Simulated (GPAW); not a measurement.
A run of GPAW 26.7.0:

The input run.py:

```python
from ase.dft.bandgap import bandgap
from ase.io import read, write
from ase.units import GPa
from gpaw import GPAW, PW

atoms = read('POSCAR')

calc = GPAW(mode=PW(1600),
            xc='LDA',
            kpts={'size': (7, 7, 7), 'gamma': True},
            occupations={'name': 'fermi-dirac', 'width': 0.05},
            setups='hgh',
            nbands=-16,
            convergence={'density': 1e-05, 'energy': 1e-05},
            maxiter=150,
            txt='gpaw.txt')
atoms.calc = calc
energy = atoms.get_potential_energy()
forces = atoms.get_forces()
stress = atoms.get_stress()
calc.write('gs.gpw')
write('result.traj', atoms)
print(f'Energy: {energy:.6f} eV')
print('Forces (eV/A):')
print(forces.round(4))
print('Stress (GPa):', (stress / GPa).round(3))
print('Fermi level:', round(calc.get_fermi_level(), 4), 'eV')
print(f'Gap: {bandgap(calc)[0]:.4f} eV, direct: {bandgap(calc, direct=True)[0]:.4f} eV')
```

Contents of POSCAR:

```
BaTiO3
1.0
    3.9855000000      0.0000000000      0.0000000000
    0.0000000000      2.8369000000      2.8451500000
    0.0000000000     -2.8369000000      2.8451500000
Ba Ti O
1 1 3
Direct
    0.0000000000      0.0000000000      0.0000000000
    0.5000000000      0.5124000000      0.5124000000
    0.5000000000      0.9918400000      0.5052400000
    0.5000000000      0.5052400000      0.9918400000
    0.0000000000      0.4874000000      0.4874000000
```

Potentials or basis: HGH pseudopotentials, pw.

The run is started by

```sh
$ OMP_NUM_THREADS=1 python run.py
```

Hardware: 1 thread of Arm Neoverse V1, with other jobs on the host.

Estimate the wall time of this run.

It took 5.4 min on 1 thread of Arm Neoverse V1 (shared host), peak memory 0.65 GiB. Counts: scf iterations 12, plane waves 9389, bands 28, k points 64.
